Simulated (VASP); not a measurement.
# C in VASP: one cell, several levels of theory

Aim: gap, levels, forces and stress of C (diamond), under +1.0 % biaxial strain in x and y, free along z at fixed geometry. Runs: PBE, r2SCAN. The results are then set beside those of Ansatz 0.2.0 for the same cell.

The runs shown are made with VASP 6.6.1. PAW datasets, plane waves. The values are computed, spin-unpolarised, and not measurements.

**1. The structure to begin with**

The cell comes from an earlier relaxation with r2SCAN in another program, then strained, with the atoms relaxed again.

Space group I4_1/amd (No. 141), tetragonal; a = 2.543 Å, c = 3.553 Å in the conventional setting, 5.74 Å³ an atom. Around C lie 4 C at 1.55 Å.

Coordinates:

```cif
data_structure
_symmetry_space_group_name_H-M 'I4_1/amd:1'
_symmetry_Int_Tables_number 141
_cell_length_a 2.5427
_cell_length_b 2.5427
_cell_length_c 3.5528
_cell_angle_alpha 90.000
_cell_angle_beta 90.000
_cell_angle_gamma 90.000
_cell_volume 22.97
loop_
_atom_site_label
_atom_site_type_symbol
_atom_site_symmetry_multiplicity
_atom_site_Wyckoff_symbol
_atom_site_fract_x
_atom_site_fract_y
_atom_site_fract_z
_atom_site_occupancy
C1 C 4 a 0.00000 0.00000 0.00000 1
```

**2. PBE at this geometry**

File INCAR:

```
ENCUT = 520.000000
SIGMA = 0.020000
EDIFF = 1.00e-07
GGA = PE
PREC = Accurate
IBRION = -1
ISIF = 2
ISMEAR = -1
NBANDS = 11
NELM = 120
NSW = 0
LASPH = .TRUE.
LCHARG = .FALSE.
LWAVE = .FALSE.
LREAL = .FALSE.
```

File KPOINTS:

```
KPOINTS created by Atomic Simulation Environment
0
Gamma
12 12 12
0 0 0
```

File KPOINTS_OPT:

```
special points
7
Reciprocal
0.0000000000 0.0000000000 0.0000000000 1
0.5000000000 0.0000000000 0.5000000000 1
0.6250000000 0.2500000000 0.6250000000 1
0.3750000000 0.3750000000 0.7500000000 1
0.5000000000 0.5000000000 0.5000000000 1
0.5000000000 0.2500000000 0.7500000000 1
0.3645830000 0.3645830000 0.0000000000 1
```

File POSCAR:

```
C
 1.0000000000000000
     0.0000000000000000    1.7979253840000000    1.7763848549000001
     1.7979253840000000    0.0000000000000000    1.7763848549000001
     1.7979253840000000    1.7979253840000000    0.0000000000000000
 C
   2
Cartesian
  0.0000000000000000  0.0000000000000000  0.0000000000000000
  0.8989626919999999  0.8989626919999999  0.8881924274500000
```

Potentials: the recommended PBE PAW datasets, 8 valence electrons in the neutral cell.

Run with:

```bash
> mpirun -np 1 vasp_std
```

Printed to the terminal (iteration lines stand in OSZICAR):

```text
POSCAR found type information on POSCAR C
 POSCAR found :  1 types and       2 ions
 LDA part: xc-table for (Slater+PW92), standard interpolation
 POSCAR, INCAR and KPOINTS ok, starting setup
 FFT: planning ... GRIDC
 FFT: planning ... GRID_SOFT
 FFT: planning ... GRID
 WAVECAR not read
 entering main loop
 Start KPOINTS_OPT (optional k-point list driver)
k-point batch [1-7\7]
```

OSZICAR:

```text
N       E                     dE             d eps       ncg     rms          rms(c)
DAV:   1    -0.138577280039E+00   -0.13858E+00   -0.48302E+03  3693   0.717E+02
DAV:   2    -0.184292160402E+02   -0.18291E+02   -0.17708E+02  4614   0.121E+02
DAV:   3    -0.187963480449E+02   -0.36713E+00   -0.36596E+00  4168   0.132E+01
DAV:   4    -0.187970372131E+02   -0.68917E-03   -0.68915E-03  3831   0.677E-01
DAV:   5    -0.187970380239E+02   -0.81085E-06   -0.81086E-06  4117   0.224E-02    0.547E+00
DAV:   6    -0.183355793818E+02    0.46146E+00   -0.24084E-01  3661   0.345E+00    0.327E+00
DAV:   7    -0.181802301477E+02    0.15535E+00   -0.29629E-01  3832   0.387E+00    0.738E-01
DAV:   8    -0.181820200544E+02   -0.17899E-02   -0.84448E-03  3730   0.683E-01    0.433E-02
DAV:   9    -0.181820618617E+02   -0.41807E-04   -0.62410E-05  4289   0.636E-02    0.243E-02
DAV:  10    -0.181820824383E+02   -0.20577E-04   -0.15702E-05  3808   0.347E-02    0.529E-03
DAV:  11    -0.181820825079E+02   -0.69579E-07   -0.25921E-07  4337   0.457E-03
   1 F= -.18182083E+02 E0= -.18182083E+02  d E =-.776597E-11
       N       E                     dE             ncg
DAV:   1     0.187469862949E+04   -0.26241E+04      162
DAV:   2     0.175814294040E+04   -0.11656E+03      175
DAV:   3     0.175648371861E+04   -0.16592E+01      181
DAV:   4     0.175648176475E+04   -0.19539E-02      166
DAV:   5     0.175648176229E+04   -0.24615E-05      172
DAV:   6     0.175648176229E+04   -0.39195E-08      180
```

The lines after F= are the extra pass for the points of KPOINTS_OPT, at fixed density; their E is not a total energy.

Parts of OUTCAR:

```text
k-points           NKPTS =    163   k-points in BZ     NKDIM =    163   number of bands    NBANDS=     11

   NELECT =       8.0000    total number of electrons

   dimension x,y,z NGX =    20 NGY =   20 NGZ =   20
   dimension x,y,z NGXF=    40 NGYF=   40 NGZF=   40

  energy-cutoff  :      520.00
  volume of cell :       11.48
      direct lattice vectors                 reciprocal lattice vectors
     0.000000000  1.797925384  1.776384855    -0.278098304  0.278098304  0.281470538
     1.797925384  0.000000000  1.776384855     0.278098304 -0.278098304  0.281470538
     1.797925384  1.797925384  0.000000000     0.278098304  0.278098304 -0.281470538

 k-points in reciprocal lattice and weights: KPOINTS created by Atomic Simulation Env
   0.00000000  0.00000000  0.00000000       0.001
   0.08333333 -0.00000000  0.00000000       0.005
   0.16666667  0.00000000  0.00000000       0.005
   0.25000000  0.00000000  0.00000000       0.005
   0.33333333  0.00000000  0.00000000       0.005
   0.41666667 -0.00000000  0.00000000       0.005
   0.50000000  0.00000000  0.00000000       0.002
   0.08333333  0.08333333  0.00000000       0.001
[... 155 more k-points ...]

 E-fermi :  10.0280

 k-point     1 :       0.0000    0.0000    0.0000
  band No.  band energies     occupation
      1     -11.7596      2.00000
      2       9.4933      2.00000
      3       9.4933      2.00000
      4       9.6712      2.00000
      5      15.0110      0.00000
      6      15.1595      0.00000
      7      15.1595      0.00000
      8      22.6006      0.00000
      9      28.6910      0.00000
     10      35.6414      0.00000
     11      36.2412      0.00000

 k-point     2 :       0.0833   -0.0000    0.0000
  band No.  band energies     occupation
      1     -11.5688      2.00000
      2       8.3335      2.00000
      3       9.1724      2.00000
      4       9.3020      2.00000
      5      15.4592      0.00000
      6      15.5729      0.00000
      7      15.8313      0.00000
      8      22.7750      0.00000
      9      29.0101      0.00000
     10      33.6220      0.00000
     11      34.0402      0.00000

 k-point     3 :       0.1667    0.0000    0.0000
  band No.  band energies     occupation
      1     -10.9990      2.00000
      2       5.8302      2.00000
      3       8.4717      2.00000
      4       8.6148      2.00000
      5      16.3712      0.00000
      6      16.4686      0.00000
      7      16.8957      0.00000
      8      23.2784      0.00000
      9      29.6767      0.00000
     10      32.1002      0.00000
     11      32.4159      0.00000

 k-point     4 :       0.2500    0.0000    0.0000
  band No.  band energies     occupation
      1     -10.0587      2.00000
      2       3.0202      2.00000
      3       7.7450      2.00000
      4       7.9117      2.00000
      5      17.2085      0.00000
      6      17.2933      0.00000
      7      17.6477      0.00000
      8      23.9871      0.00000
      9      30.0958      0.00000
     10      31.7527      0.00000
     11      31.9488      0.00000

 k-point     5 :       0.3333    0.0000    0.0000
  band No.  band energies     occupation
      1      -8.7700      2.00000
      2       0.2661      2.00000
      3       7.1659      2.00000
      4       7.3554      2.00000
      5      17.6743      0.00000
      6      17.7508      0.00000
      7      18.0955      0.00000
      8      24.6475      0.00000
      9      30.3230      0.00000
     10      32.6362      0.00000
     11      32.6979      0.00000

 k-point     6 :       0.4167   -0.0000    0.0000
  band No.  band energies     occupation
      1      -7.2105      2.00000
      2      -2.2138      2.00000
      3       6.8023      2.00000
      4       7.0078      2.00000
      5      17.8428      0.00000
      6      17.8925      0.00000
      7      18.3077      0.00000
      8      25.0319      0.00000
      9      30.8252      0.00000
     10      33.9992      0.00000
     11      34.2840      0.00000

 k-point     7 :       0.5000    0.0000    0.0000
  band No.  band energies     occupation
      1      -6.0535      2.00000
      2      -3.6832      2.00000
      3       6.6791      2.00000
      4       6.8902      2.00000
      5      17.8762      0.00000
      6      17.9110      0.00000
      7      18.3665      0.00000
      8      25.1378      0.00000
      9      31.2712      0.00000
     10      33.4960      0.00000
     11      35.2900      0.00000

 k-point     8 :       0.0833    0.0833    0.0000
  band No.  band energies     occupation
      1     -11.5011      2.00000
      2       8.5952      2.00000
      3       8.5952      2.00000
      4       9.0585      2.00000
      5      14.8039      0.00000
      6      16.2669      0.00000
      7      16.2669      0.00000
      8      22.7257      0.00000
      9      29.1494      0.00000
     10      32.2460      0.00000
     11      35.9689      0.00000

 k-point     9 :       0.1667    0.0833    0.0000
  band No.  band energies     occupation
      1     -11.0536      2.00000
      2       6.6702      2.00000
      3       7.7962      2.00000
      4       8.6941      2.00000
      5      15.0819      0.00000
      6      17.3173      0.00000
      7      17.3379      0.00000
      8      22.8235      0.00000
      9      29.7652      0.00000
     10      30.7138      0.00000
     11      34.6185      0.00000

 k-point    10 :       0.2500    0.0833    0.0000
  band No.  band energies     occupation
      1     -10.2329      2.00000
      2       3.9972      2.00000
      3       7.0725      2.00000
      4       8.0524      2.00000
      5      15.9186      0.00000
      6      18.1888      0.00000
      7      18.2325      0.00000
      8      23.0667      0.00000
      9      30.2685      0.00000
     10      30.3921      0.00000
     11      33.8508      0.00000

 k-point    11 :       0.3333    0.0833    0.0000
  band No.  band energies     occupation
      1      -9.0551      2.00000
      2       1.2467      2.00000
      3       6.5598      2.00000
      4       7.3267      2.00000
      5      16.6939      0.00000
      6      18.6935      0.00000
      7      18.7046      0.00000
      8      23.5754      0.00000
      9      30.4545      0.00000
     10      31.0697      0.00000
     11      34.2498      0.00000

 k-point    12 :       0.4167    0.0833    0.0000
  band No.  band energies     occupation
      1      -7.5695      2.00000
      2      -1.3233      2.00000
      3       6.3098      2.00000
      4       6.6997      2.00000
      5      17.1553      0.00000
      6      18.7389      0.00000
      7      18.9504      0.00000
      8      24.3533      0.00000
      9      30.4241      0.00000
     10      32.5167      0.00000
     11      35.1679      0.00000

 k-point    13 :       0.5000    0.0833    0.0000
  band No.  band energies     occupation
      1      -6.0810      2.00000
      2      -3.3163      2.00000
      3       6.2567      2.00000
      4       6.3344      2.00000
      5      17.4378      0.00000
      6      18.5405      0.00000
      7      19.0452      0.00000
      8      24.9846      0.00000
      9      30.5079      0.00000
     10      33.5072      0.00000
     11      35.4556      0.00000

 k-point    14 :      -0.4167    0.0833    0.0000
  band No.  band energies     occupation
      1      -6.5459      2.00000
      2      -2.7422      2.00000
      3       6.0433      2.00000
      4       6.6221      2.00000
      5      17.6927      0.00000
      6      18.2605      0.00000
      7      19.0257      0.00000
      8      25.0524      0.00000
      9      30.4507      0.00000
     10      33.6908      0.00000
     11      33.7311      0.00000

 k-point    15 :      -0.3333    0.0833    0.0000
  band No.  band energies     occupation
      1      -8.1259      2.00000
      2      -0.4465      2.00000
      3       6.0865      2.00000
      4       7.1426      2.00000
      5      17.8826      0.00000
      6      17.8925      0.00000
      7      18.8784      0.00000
      8      24.5287      0.00000
      9      30.3361      0.00000
     10      31.5988      0.00000
     11      33.5912      0.00000

 k-point    16 :      -0.2500    0.0833    0.0000
  band No.  band energies     occupation
      1      -9.5126      2.00000
      2       2.2094      2.00000
      3       6.3980      2.00000
      4       7.8383      2.00000
      5      17.2748      0.00000
      6      17.8690      0.00000
      7      18.4688      0.00000
      8      23.8146      0.00000
      9      30.3048      0.00000
     10      30.3405      0.00000
     11      32.8102      0.00000

[... the tables of k-points 17 to 163 left out ...]

  Total       -0.4679700     -0.4679700      0.3151955      0.0000000      0.0000000      0.0000000
  in kB      -65.2857215    -65.2857215     43.9724074      0.0000000      0.0000000      0.0000000
  external PRESSURE =     -28.8663452 kB  Pullay stress =       0.0000000 kB

 POSITION                                       TOTAL-FORCE (eV/Angst)
 -----------------------------------------------------------------------------------
      0.00000      0.00000      0.00000         0.000000      0.000000      0.000000
      0.89896      0.89896      0.88819        -0.000000     -0.000000     -0.000000
 -----------------------------------------------------------------------------------
    total drift:                                0.000000      0.000000      0.000000

  FREE ENERGIE OF THE ION-ELECTRON SYSTEM (eV)
  ---------------------------------------------------
  free  energy   TOTEN  =       -18.1820825079 eV

  energy  without entropy=      -18.1820825079  energy(sigma->0) =      -18.18208251
```

Hardware: 1 MPI rank of Intel Xeon Platinum 8488C, shared host.

The levels at the points of KPOINTS_OPT are read from vasprun.xml.

Near the gap, in eV above the top of the last filled band v; c is the band after it:

```csv
point,v−1,v,c,c+1
Γ,-0.18,0.00,5.34,5.49
X,-6.28,-6.28,4.71,4.71
U,-9.32,-5.36,5.62,10.65
K,-9.30,-5.54,5.34,10.31
L,-2.99,-2.78,8.21,8.24
W,-8.33,-8.33,10.36,10.36
```

The PBE gap is 3.79 eV and indirect (Γ to (0.36, 0.36, 0.00)), with 5.34 eV as the least direct one. The pressure is -2.89 GPa; the forces vanish within 0.01 eV/Å.

(Part 1 of 2 ends here.)
